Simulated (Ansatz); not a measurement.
input.yaml (Ansatz)

```yaml
crystal:
  lattice:
    - [4.4134147627, 0.0, 0.0]
    - [-2.2067073814, 3.8221293019, 0.0]
    - [0.0, 0.0, 2.6174911478]
  atoms:
    - { symbol: Pd, position: [1.0, 0.0, 0.0], spin: 0.5 }
    - { symbol: Pd, position: [0.3333333333, 0.6666666667, 0.5], spin: 0.5 }
    - { symbol: Pd, position: [0.6666666667, 0.3333333333, 0.5], spin: 0.5 }
hamiltonian:
  xc: revpbe
  pseudopotentials:
    kind: paw
    azcp:
      Pd: "pseudopotentials/Pd.paw.azcp"
basis:
  ecutwfc: 420
  fft_grid_basis: typed
kpoints:
  mp_grid: { grid: [9, 9, 13], shift: [0, 0, 0] }
magnetization:
  spin_polarized: true
scf:
  occupations: { method: fermi_dirac, width: 0.05 }
  lower_state_search: "off"
output:
  stress: true
```

Output

```
Engine: ansatz 0.2.0, aarch64-unknown-linux-gnu
Pseudopotentials: kind: paw
Pseudopotential: Pd, paw, valence charge 18, recommended cutoff 420 eV (normal) 
Functional definition: revPBE
  parameter kappa = 1.245
  parameter beta = 0.06672455060314922
  exchange = pbe_x(kappa = kappa, mu = beta*pi^2/3)
  correlation = pbe_c(beta = beta)
Crystal: 3 atoms, lattice volume = 44.154 Å³
Basis set: ecut = 420 eV, 879 PW (Γ)
Bands: 34, of which v1, the nominal top of the filled ones, is band 27 counted from 1 (26 counted from 0)
Symmetry: 24 space group operations
Space group: P6/mmm (ITA 191), of the structure as read, at distance tolerance 3.5e-5 Å
Magnetic group: BNS 191.233 (UNI 1463), of the structure as read, at distance tolerance 3.5e-5 Å
k-points: 84 of 1053
Non-local potential: Pd, projectors of the file, l = 0: 2, l = 1: 2, l = 2: 2, l = 3: 1
PAW form: soft (Blöchl's): semilocal exchange-correlation on the pseudo side does not see the compensation charge
PAW frozen core: Pd, regenerated for the run's functional, and the local potential with it (the file was generated under x = pbe(κ = 0.804, μ = 0.2195149727645171), c = pbe(β = 0.06672455060314922))
PAW one-centre angular grid: Pd, 590 points (default); XC on 64 Gauss nodes
Initial density: superposition of atomic densities (chi_scale 0.1, normalization cell)
Starting moments: Σ|m| = 1.5 μB on 3 of 3 sites
Initial wavefunctions: pseudopotential atomic-orbital guess
Functional: x = revpbe(κ = 1.245, μ = 0.2195149727645171), c = pbe(β = 0.06672455060314922)
SCF iter   1: F=—  HF=-20936.894616 eV  |F-HF|=—  |Δ(HF+E_count)|=         —  Δρ=8.20e-2 (↑8.20e-2 ↓6.44e-2)  dr2=9.19e0  dr2_m=7.28e-2  M=0.980 μB ∫|m|=0.994 μB  β_m=0.30  ethr=3.10e-3  ⟨swp⟩=6.0  Hψ=22616  notcnv=0  defer=12
SCF iter   2: F=—  HF=-20935.343615 eV  |F-HF|=—  |Δ(HF+E_count)|=    1.55e0  Δρ=4.98e-2 (↑4.98e-2 ↓3.84e-2)  dr2=3.26e0  dr2_m=4.05e-2  M=0.934 μB ∫|m|=0.957 μB  β_m=0.30  ethr=3.10e-3  ⟨swp⟩=2.1  Hψ=10210  notcnv=0  defer=185
SCF iter   3: F=—  HF=-20934.558444 eV  |F-HF|=—  |Δ(HF+E_count)|=   7.85e-1  Δρ=1.98e-2 (↑1.39e-2 ↓1.98e-2)  dr2=2.51e-1  dr2_m=3.62e-2  M=0.812 μB ∫|m|=0.848 μB  β_m=0.30  ethr=3.10e-3  ⟨swp⟩=2.0  Hψ=8990  notcnv=0  defer=185
SCF iter   4: F=—  HF=-20934.601359 eV  |F-HF|=—  |Δ(HF+E_count)|=   4.29e-2  Δρ=2.27e-2 (↑1.49e-2 ↓2.27e-2)  dr2=6.76e-1  dr2_m=3.44e-2  M=0.732 μB ∫|m|=0.778 μB  β_m=0.30  ethr=4.64e-4  ⟨swp⟩=2.1  Hψ=7968  notcnv=1  defer=203
SCF iter   5: F=—  HF=-20934.569608 eV  |F-HF|=—  |Δ(HF+E_count)|=   3.18e-2  Δρ=6.15e-3 (↑6.15e-3 ↓5.66e-3)  dr2=6.89e-3  dr2_m=1.27e-2  M=0.749 μB ∫|m|=0.790 μB  β_m=0.30  ethr=4.64e-4  ⟨swp⟩=2.9  Hψ=9895  notcnv=0  defer=203
SCF iter   6: F=—  HF=-20934.571878 eV  |F-HF|=—  |Δ(HF+E_count)|=   2.27e-3  Δρ=4.74e-3 (↑4.61e-3 ↓4.74e-3)  dr2=2.92e-4  dr2_m=8.57e-3  M=0.720 μB ∫|m|=0.762 μB  β_m=0.30  ethr=1.28e-5  ⟨swp⟩=1.1  Hψ=6321  notcnv=0  defer=203
...
iter 20 did not close the SCF: its close was put off for a magnetic moment that had not settled (scf_convergence_deferred on its scf_iter line)
SCF iter  20: F=-20934.579271 eV  HF=-20934.579271 eV  |F-HF|=7.48e-8  |Δ(HF+E_count)|=   5.52e-8  Δρ=9.67e-6 (↑9.67e-6 ↓5.69e-6)  dr2=8.39e-8  dr2_m=1.04e-8  M=0.005 μB ∫|m|=0.005 μB  β_m=0.89  ethr=1.85e-10  ⟨swp⟩=2.0  Hψ=18654  notcnv=0
iter 21 did not close the SCF: its close was put off for a magnetic moment that had not settled (scf_convergence_deferred on its scf_iter line)
SCF iter  21: F=-20934.579271 eV  HF=-20934.579271 eV  |F-HF|=6.41e-9  |Δ(HF+E_count)|=   6.66e-8  Δρ=3.38e-6 (↑3.38e-6 ↓2.73e-6)  dr2=8.26e-9  dr2_m=3.67e-10  M=0.001 μB ∫|m|=0.001 μB  β_m=0.94  ethr=1.55e-10  ⟨swp⟩=2.0  Hψ=18769  notcnv=0
SCF iter  22: F=-20934.579271 eV  HF=-20934.579271 eV  |F-HF|=1.35e-9  |Δ(HF+E_count)|=  2.62e-10  Δρ=1.11e-6 (↑1.11e-6 ↓1.10e-6)  dr2=1.61e-9  dr2_m=3.29e-11  M=-0.000 μB ∫|m|=0.000 μB  ethr=1.53e-11  ⟨swp⟩=1.6  Hψ=16185  notcnv=0
WARN: the starting moments were not kept: the SCF closed with an absolute magnetisation of 1.8e-4 μB, where they sum to 1.5 μB in size (3 sites). That is at most 0.1 of that sum. Measured as dr2_m measures the in/out step, that magnetisation stands 8.6e-9 eV from none, at or under the dr2_threshold of 1.0e-7 eV: it is no larger than a step whose dr2_m would equal this threshold. The system may hold no moment; this SCF shows only that its start led to no more than that. To try another start: raise the starting moments (crystal.atoms[].spin, magnetization.per_species, magnetization.initial_magnetization, or on a non-collinear deck that types none of these the spinor_matrix: blocks that start its atoms; where the total moment is fixed, keep their sum and leave initial_magnetization as it is; typed ones take the place of any that the run laid by itself, positive ones on a crystal's lanthanoids without a Hubbard term where scf.initial_density.shell_occupations: [] is typed) or, if the notice of its spin-set hold's release reads "site moments contracting" or "site moments show no strong build", lengthen the hold (scf.mixing.spin_hold: { on: { confirm: 4 } }; for m-r²SCAN on two components see the key's manual first). Each may lead to a state that holds a moment. A second SCF, from the converged charge density, with the starting moments and any scf.initial_density.shell_occupations laid on it anew, would have followed, and was not run: the deck does not ask for one (magnetization.retry_lost_moments is false, the default). To let it run, set magnetization.retry_lost_moments: true and run the deck again, where that key's refused combinations let it; where memory then withholds it, that run's warning says so.
SCF 1 converged in 22 iterations: F = -20934.579271 eV  dr2 = 1.61e-9
SCF converged after 22 iterations
Magnetization: -0.0002 μB (26.9999 up, 27.0001 down)
Absolute magnetization: 0.0002 μB (∫|ρ↑−ρ↓|, with the PAW one-centre terms)
Spin contamination: 0.0000 ħ² per cell (⟨S²⟩ above its minimum at these occupations)
Per-site moments (μB) at R_I (Å): [(-5.6597189161220535e-5, 1.0797150984675001), (-6.031097658206982e-5, 1.051085558027377), (-6.031097658206981e-5, 1.051085558027377)]
Free energy (F): -20934.579271 eV
Harris-Foulkes:  -20934.579271 eV  (|F-HF|=1.35e-9)
Internal energy: -20934.523830 eV  (E = F + TS)
E sigma→0 (E₀):  -20934.551551 eV
Entropy (-TS):   -0.055442 eV (-18.481 meV/atom)
Fermi energy:    19.953038 eV
--- Per-component energies (eV) ---
  E_band       = -401.424049
  E_kinetic    = 1544.820135
  E_local      = -5265.404032  (includes V_loc(G=0)·N_el)
  E_nonlocal   = 650.142378
  E_hartree    = 2146.716114
  E_xc         = -507.572875
  E_vxc        = -636.300218  (∫ρ·V_xc dr)
  E_paw        = -11267.633449  (= ΣΔE_a)
  E_vpaw       = -988.113402  (= ΣTr[D̂ρ^β])
  E_aug_tail   = 0.000563  (compensation charges beyond the density's cutoff)
  E_ewald      = -8235.358179
  E_core_change = -0.234485  (= ΣΔE_core)
  E_smearing   = -0.055442  (= −TS)
  E_closure    = 0.000000  (closes the sum)
  Σ components = -20934.579271   (vs F -20934.579271, Δ=0.00e0)
--- Stress (GPa, compression-positive) ---
       15.221522       0.000000      -0.000000
        0.000000      15.221522      -0.000000
       -0.000000      -0.000000      15.823168
  P = ⅓ Tr σ = 15.4221 GPa (154.221 kbar)
```
